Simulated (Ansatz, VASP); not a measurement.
One calculation of Nb, two programs

```xyz
2
Lattice="2.8573 0.0000 0.0000 -1.4287 2.4745 0.0000 0.0000 0.0000 5.3053" Properties=species:S:1:pos:R:3 pbc="T T T"
Nb    0.0000    1.6497    1.3263
Nb    1.4287    0.8248    3.9790
```

Alike in both runs: functional PBE; k mesh 16 × 16 × 9; occupations fermi-dirac, width 0.05 eV; no spin polarisation.

Ansatz relaxed the structure, and its values are those at the end. VASP's run is a single point on that final structure, the one shown.

|  | VASP | Ansatz |
| --- | --- | --- |
| version | VASP 6.6.1 | Ansatz 0.2.0 |
| potentials or method | VASP PAW PBE potentials, release 64 (Nb_sv), cutoff 520 eV | all-electron LAPW, non-relativistic |

|  | VASP | Ansatz | Ansatz less VASP |
| --- | --- | --- | --- |
| pressure (GPa) | -0.9 | 0.0 | +0.87 |

Ansatz ran all-electron here, so the differences hold the error of VASP's frozen core and of both bases.
